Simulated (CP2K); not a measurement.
Runs of CP2K 2026.2 on Al2Pt. Symmetry: Fm-3m, No. 225, cubic system. The conventional cell has a = 5.910 Å, b = 5.910 Å, c = 5.910 Å, α = 90.00°, β = 90.00°, γ = 90.00°. Around Pt (site symmetry m-3m) lie 8 Al at 2.56 Å. Al (site symmetry -43m) is surrounded by 4 Pt at 2.56 Å. 

| task | level | cell | smearing | EPS_DEFAULT | NGRIDS | gap on the mesh (eV) | pressure (GPa) | V0 of scaled cells (Å³/atom) | B0 (GPa) |
| --- | --- | --- | --- | --- | --- | --- | --- | --- | --- |
| single point | PBE | as given | fermi-dirac 0.05 eV | 1.0E-10 | 5 | none | 2.3 | - | - |
| equation of state | PBEsol | as given | fermi-dirac 0.0259 eV | 1.0E-9 | 4 | - | - | (a) | 137 |
| equation of state | PBE | as given | fermi-dirac 0.05 eV | 1.0E-10 | 4 | - | - | 17.50 | (b) |
| single point | PBE | atoms moved at random, drawn with an rms of 0.05 Å | fermi-dirac 0.05 eV | 1.0E-10 | 4 | none | 2.6 | - | - |

Alike in all rows: potentials or basis POTENTIAL_UZH Pt GTH-PBE-q18, Al GTH-PBE-q3; TZVP-MOLOPT-PBE-GTH basis; no spin polarisation; k mesh 8 × 8 × 8.

Fill in the values left out.

(a) 17.25; (b) 130.

Caveats: the basis of atomic orbitals isn't converged, which shifts pressures, moduli and gaps; the potentials were made for another functional, which shifts forces and pressure (some runs).

A k mesh can miss the band edges, and the runs leave out spin-orbit coupling on Pt.

A gap of «none» marks a metal or a gap under the smearing width.
